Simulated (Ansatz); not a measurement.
A relaxed cell of PtSe2 is given with its symmetry left out. It was relaxed at this level from a cell as deposited in COD.

The calculation used DFT PBE, scalar-relativistic, plane waves, PAW in Ansatz. Cutoff 420 eV, Γ-centred mesh, Gaussian smearing, no spin polarisation.

```
Pt Se
1.0
     3.75153    0.00000    0.00000
    -1.87576    3.24892    0.00000
     0.00000    0.00000    6.51415
Pt Se
1 2
Direct
  0.00000 0.00000 0.00000
  0.33333 0.66667 0.20060
  0.66667 0.33333 0.79940
```

Energies over the elements count from the elements' standard structures at the same level, with no fitted energy shifts.

Problem. Find its symmetry and describe it.

Solution. P-3m1 (No. 164), the cadmium iodide type. Conventional cell: a = 3.752 Å, c = 6.514 Å. Pt has 6 Se at 2.53 Å; Se is surrounded by 3 Pt at 2.53 Å.

Problem. How far does it lie from the elements in energy?

Solution. −0.398 eV/atom. A negative formation energy is needed for stability but isn't enough: competing phases decide.

Problem. Is it a metal?

Solution. No, the gap on the 12×12×4 mesh is 0.89 eV.

The last run used a 12×12×4 mesh (in the run's order of axes) for its 3-atom cell and Gaussian smearing of 0.02 eV. No dispersion correction is applied, so the spacing and binding between layers, chains or molecules are poorly described. Spin–orbit coupling, which can matter for Pt, is left out. Kohn–Sham gaps at this level usually fall short of measured ones. The reference form of Se is held partly by dispersion forces, which this level lacks. A structure relaxed within its symmetry needn't be a true minimum.
